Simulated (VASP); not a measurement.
Runs of VASP 6.6.1 on LiHF2. Symmetry: P4/mmm, No. 123, tetragonal system. Conventional cell: a = 2.698 Å, b = 2.698 Å, c = 3.620 Å, α = 90.00°, β = 90.00°, γ = 90.00°. Li (site symmetry 4/mmm) is surrounded by 6 F at 1.81 to 1.91 Å. H (site symmetry 4/mmm) has 6 F at 1.81 to 1.91 Å as nearest neighbours. F (site symmetry 4/mmm) is surrounded by 2 Li at 1.81 Å and 4 H at 1.91 Å. F (site symmetry 4/mmm) has 2 H at 1.81 Å and 4 Li at 1.91 Å as nearest neighbours. The cell was built by a generator and needn't be a form met in nature.

```tsv
task	level	cell	cutoff (eV)	gap on the mesh (eV)	pressure (GPa)	relaxed volume (Å³/atom)
relaxation of cell and atoms	r2SCAN+rVV10	relaxed	600	2.59	-0.1	(b)
relaxation of cell and atoms	PBEsol	relaxed	600	(a)	-0.1	6.56
single point	PBEsol	P4/mmm, 6.59 Å³/atom	520	1.99	-	-
single point	r2SCAN+rVV10	P4/mmm, 6.5 Å³/atom	520	2.56	-	-
```

Alike in all rows: potentials or basis VASP PAW PBE potentials, release 64 (Li_sv, H, F); no spin polarisation; k mesh 8 × 8 × 6; smearing fermi-dirac 0.03 eV.

Problem. Estimate the missing entries.

Solution. (a) 2.01; (b) 6.44.

Caveats: the cutoff is under 1.25 times the usual one of these potentials, so pressure, stress and relaxed cells hold a basis-set (Pulay) error; the PAW data sets were made with another functional, which shifts forces and pressure a little; the volume moved by over 15 % at a fixed basis, so the end points are rough (some runs).

